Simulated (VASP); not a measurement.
Write the native input for VASP 6.6.1 that does the following.

| Item | Value |
| --- | --- |
| Task | dielectric tensor |
| Functional | PBE |
| Potentials or basis | VASP PAW PBE potentials, release 64 (B, N) |
| Cutoff | 600 eV |
| k mesh | 22 × 22 × 22 |
| Occupations | gaussian, width 0.03 eV |
| Spin | no spin polarisation |
| Monkhorst-Pack mesh | yes |
| Further INCAR settings | ALGO = Normal; EDIFF = 1e-08 |

The structure of BN (Qingsongite) lies in POSCAR:

```
BN                                      
1.0
    0.0000000000      1.8122822379      1.8122822379
    1.8122822379      0.0000000000      1.8122822379
    1.8122822379      1.8122822379      0.0000000000
  B               N             
     1     1
Direct
     0.0000000000000000    0.0000000000000000    0.0000000000000000
     0.2500000000000000    0.2500000000000000    0.2500000000000000
```

One way to write it, as run:

INCAR

```
  PREC = Accurate
  ENCUT = 600
  EDIFF = 1E-8
  ISMEAR = 0
  SIGMA = 0.03
  LREAL = F
  LASPH = T
  NELM = 80
  ALGO = Normal
  ISIF = 2
  LWAVE = F
  LCHARG = F
  GGA = PE
  LEPSILON = T
```

KPOINTS

```
regular mesh
0
Monkhorst-Pack
  22 22 22
```

Potentials or basis: VASP PAW PBE potentials, release 64 (B, N).

Command:

```console
$ cat potpaw_PBE.64/B/POTCAR potpaw_PBE.64/N/POTCAR > POTCAR
$ mpirun -np 1 vasp_std > vasp.out
```

It gave:

The electronic dielectric tensor (diagonal) is 4.61 and the born charges (mean of the diagonal) is B +1.91; N -1.91 e.

Wall time 14 min on 1 thread of Intel(R) Xeon(R) 6975P-C (Granite Rapids), on a shared host, peak memory 1.6 GiB.
